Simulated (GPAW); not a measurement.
Runs of GPAW 26.7.0 on ZrC. The structure is cubic, space group Fm-3m (No. 225). The conventional cell has a = 4.730 Å, b = 4.730 Å, c = 4.730 Å, α = 90.00°, β = 90.00°, γ = 90.00°. Zr (site symmetry m-3m) is surrounded by 6 C at 2.37 Å. C (site symmetry m-3m) has 6 Zr at 2.37 Å as nearest neighbours. 

```csv
task,level,potentials or basis,spin,cell,k mesh,band path,band points,spin axis theta (degrees),spin axis phi (degrees),soc after scf,gap on the mesh (eV),pressure (GPa)
band structure,PBE,"GPAW PAW data sets (gpaw-data 1.2.1), pw",off,as given,10 × 10 × 10,"GXWKGLUWLK,UX",100,-,-,-,-,(a)
band structure,RPBE,"the program's PAW data sets (release 1.2.1) made for this functional, pw",off,as given,10 × 10 × 10,"GXWKGLUWLK,UX",100,-,-,-,-,-0.3
single point,TB-mBJ,"GPAW PAW data sets for LDA (gpaw-data 1.2.1), pw",off,as given,8 × 8 × 8,-,-,-,-,-,none,-
band structure,PBEsol,"PAW data sets generated in the run's folder for this functional, pw","SOC, no magnetisation",as given,7 × 7 × 7,"GXWKGLUWLK,UX",60,90,0,second variation,-,-9.3
relaxation of cell and atoms,PBE,"GPAW PAW data sets (gpaw-data 1.2.1), pw",off,relaxed to 20 GPa,10 × 10 × 10,-,-,-,-,-,none,19.4
```

Alike in all rows: cutoff (eV) 800; smearing fermi-dirac 0.05 eV.

Q: Fill in the values left out.

A: (a) -3.8.

Caveats: a model potential gives levels but no total energy (some runs); the PAW data sets were made with another functional, which shifts forces and pressure a little (some runs); spin-orbit coupling was added after a scalar SCF, so levels and gaps hold it while energy, forces, pressure and moments don't (some runs); this program's spin-orbit splittings come out too wide for heavy elements (some runs); later steps reuse the first step's grids (some runs).

A k mesh can miss the band edges, and rows without SOC leave out spin-orbit coupling on Zr.

A gap of «none» marks a metal or a gap under the smearing width.
